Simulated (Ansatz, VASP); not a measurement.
Al in VASP and in Ansatz

```xyz
1
Lattice="2.2136 0.0000 0.0000 0.0000 2.2136 0.0000 0.0000 0.0000 2.2136" Properties=species:S:1:pos:R:3 pbc="T T T"
Al    0.0000    0.0000    0.0000
```

Change from the starting cell: volume scaled by 0.55, PAW files.

Alike in both runs: task single point; functional PBEsol; k mesh 16 × 16 × 16; occupations fermi-dirac, width 0.08 eV; no spin polarisation.

|  | VASP | Ansatz |
| --- | --- | --- |
| version | VASP 6.6.1 | Ansatz 0.2.0 |
| potentials or method | VASP PAW PBE potentials, release 64 (Al) | PAW with Ansatz's default frozen-core files, scalar-relativistic |
| plane-wave cutoff (eV) | 520 | 420 |
| valence electrons in the cell | 3 | 3 |

Ansatz gave:

```
pressure (GPa) : 119.2
```

Q: Which values does VASP return?

A: Pressure (GPa): 120.2.

Caveats: the cell as given lies far from equilibrium; so large a pressure means that the cell lies far from this level's equilibrium, or that cutoff or potentials fall short (VASP); the potentials were made for another functional, which shifts forces and pressure (VASP).
